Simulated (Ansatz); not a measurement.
**AlCo3: tests of the settings**

The task, for AlCo3: relax the cell with several choices of dispersion correction.

Method: DFT r2SCAN, scalar-relativistic, plane waves, PAW for the base; runs at other levels say so in their headings and inputs, in Ansatz 0.2.0.

## Step 1: The structure to begin with

The structure is cubic, space group Pm-3m (No. 221). Conventional cell: a = 3.575 Å, b = 3.575 Å, c = 3.575 Å, α = 90.00°, β = 90.00°, γ = 90.00°. Al (site symmetry m-3m) is surrounded by 12 Co at 2.53 Å. Co (site symmetry 4/mmm) is surrounded by 4 Al at 2.53 Å and 8 Co at 2.53 Å.

As a file:

```cif
data_structure
_symmetry_space_group_name_H-M 'Pm-3m'
_symmetry_Int_Tables_number 221
_cell_length_a 3.5749
_cell_length_b 3.5749
_cell_length_c 3.5749
_cell_angle_alpha 90.000
_cell_angle_beta 90.000
_cell_angle_gamma 90.000
_cell_volume 45.69
loop_
_atom_site_label
_atom_site_type_symbol
_atom_site_symmetry_multiplicity
_atom_site_Wyckoff_symbol
_atom_site_fract_x
_atom_site_fract_y
_atom_site_fract_z
_atom_site_occupancy
Al1 Al 1 a 0.00000 0.00000 0.00000 1
Co1 Co 3 c 0.50000 0.50000 0.00000 1
```

Source of the structure: the Materials Project (structure only). It is taken as it stands there.

## Step 2: The base run, which the others are set against

The input, input.yaml:

```yaml
crystal:
  lattice:
    - [3.574948, 0.0, 0.0]
    - [0.0, 3.574948, 0.0]
    - [0.0, 0.0, 3.574948]
  atoms:
    - { symbol: Al, position: [0.0, 0.0, 0.0] }
    - { symbol: Co, position: [0.5, 0.5, 0.0], spin: 1.81 }
    - { symbol: Co, position: [0.5, 0.0, 0.5], spin: 1.81 }
    - { symbol: Co, position: [0.0, 0.5, 0.5], spin: 1.81 }
basis:
  ecutwfc: 500
kpoints:
  mp_grid: { grid: [12, 12, 12] }
hamiltonian:
  xc: r2scan
scf:
  occupations: { method: gaussian, width: 0.1 }
output:
  forces: true
  stress: true
  eigenvalues: true
  populations: true
  write_density: true
  write_potential: true
  elf: true
  volumetric_format: npy
magnetization:
  spin_polarized: true
```

Its results, from an earlier run: -3983.9308 eV/atom at zero smearing, pressure 1.50 GPa, largest force 0.000 eV/Å, no gap on the mesh, site moments Al -0.06, Co +1.60 (×3) μB, in 21 SCF cycles and 2.7 min.

## Step 3: Relaxation, dispersion correction: D3(BJ)

The input, input.yaml:

```yaml
crystal:
  lattice:
    - [3.574948, 0.0, 0.0]
    - [0.0, 3.574948, 0.0]
    - [0.0, 0.0, 3.574948]
  atoms:
    - { symbol: Al, position: [0.0, 0.0, 0.0] }
    - { symbol: Co, position: [0.5, 0.5, 0.0], spin: 1.76 }
    - { symbol: Co, position: [0.5, 0.0, 0.5], spin: 1.76 }
    - { symbol: Co, position: [0.0, 0.5, 0.5], spin: 1.76 }
basis:
  ecutwfc: 500
kpoints:
  mp_grid: { grid: [12, 12, 12] }
hamiltonian:
  xc: r2scan
  dispersion: d3bj
scf:
  occupations: { method: gaussian, width: 0.1 }
output:
  forces: true
  stress: true
  eigenvalues: true
  populations: true
magnetization:
  spin_polarized: true
relax:
  adjacent_minimum: "off"
  f_tol: 0.01
  max_steps: 60
  cell: { stress_tol: 0.05 }
```

Started as:

```
ansatz run input.yaml --threads 1 --pin off --max-ram 2560MiB --backend cpu --events-out ev --progress --plain --runs-dir out
```

## Step 4: Relaxing with dispersion correction D3(BJ)+ATM

Changes to input.yaml since step 3:

```diff
@@ -16,3 +16,3 @@
   xc: r2scan
-  dispersion: d3bj
+  dispersion: d3bjatm
 scf:
```

## Step 5: Relaxing with dispersion correction D4

Changes to input.yaml since step 4:

```diff
@@ -16,3 +16,3 @@
   xc: r2scan
-  dispersion: d3bjatm
+  dispersion: d4
 scf:
```

## Step 6: Relaxing with dispersion correction r2SCAN, rVV10

Changes to input.yaml since step 5:

```diff
@@ -16,3 +16,3 @@
   xc: r2scan
-  dispersion: d4
+  dispersion: rvv10
 scf:
```

(Steps that only read results are left out.)

**Question.** What does this series show? Wanted: relaxed volume by dispersion correction.

**Answer**, as computed:

| quantity | value |
| --- | --- |
| relaxed volume by dispersion correction (Å³/atom) | r2SCAN, none: 11.53; r2SCAN, D3(BJ): 11.33; r2SCAN, D3(BJ)+ATM: 11.41; r2SCAN, D4: 11.41; r2SCAN, none: 11.53; r2SCAN, rVV10: 11.41 |

**Reading.** The relaxed volumes span 1.8 %, from r2SCAN, D3(BJ) (smallest) to r2SCAN, none (largest). The magnetic state reached may not be the lowest one.
